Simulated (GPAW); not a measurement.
Here is a GPAW 26.7.0 calculation.

run.py

```python
from ase import Atoms
from ase.eos import EquationOfState
from ase.io import Trajectory
from ase.units import GPa
from gpaw import GPAW, PW, setup_paths

setup_paths.insert(0, '.')

atoms = Atoms(['Al', 'N'],
              cell=[[0.0, 2.1839935596, 2.1839935596],
                    [2.1839935596, 0.0, 2.1839935596],
                    [2.1839935596, 2.1839935596, 0.0]],
              scaled_positions=[[0.0, 0.0, 0.0],
                                [0.25, 0.25, 0.25]],
              pbc=True)

traj = Trajectory('eos.traj', 'w')
volumes, energies = [], []
for x in [0.94, 0.96, 0.98, 1.0, 1.02, 1.04, 1.06]:
    a = atoms.copy()
    a.set_cell(atoms.cell * x**(1 / 3), scale_atoms=True)
    calc = GPAW(mode=PW(800),
                xc='GGA_X_OPTX+GGA_C_LYP',
                kpts={'size': (10, 10, 10), 'gamma': True},
                occupations={'name': 'fermi-dirac', 'width': 0.05},
                nbands=11,
                convergence={'density': 1e-05, 'energy': 1e-05},
                eigensolver='davidson',
                maxiter=150,
                txt=f'eos-{x:.2f}.txt')
    a.calc = calc
    energies.append(a.get_potential_energy(force_consistent=True))
    volumes.append(a.get_volume())
    p = -a.get_stress()[:3].mean() / GPa
    calc.write(f'eos-{x:.2f}.gpw')
    traj.write(a)
    print(f'{x:.2f} {volumes[-1]:10.4f} A^3 {energies[-1]:14.6f} eV {p:9.3f} GPa', flush=True)

v0, e0, B = EquationOfState(volumes, energies, eos='birchmurnaghan').fit()
print(f'V0 = {v0:.4f} A^3, E0 = {e0:.6f} eV, B0 = {B / GPa:.2f} GPa')
```

Potentials or basis: PAW data sets generated in the run's folder for this functional, pw.

Launch:

```sh
$ gpaw-setup -f GGA_X_OPTX+GGA_C_LYP Al N
$ OMP_NUM_THREADS=1 python run.py
```

(1) Estimate the equilibrium volume.

(2) Estimate the pressure derivative of the bulk modulus.

(3) Predict the bulk modulus.

## Answers

(1) 10.77 Å³/atom.

(2) 4.0 (rough: it moves with the points fitted).

(3) 190 GPa.
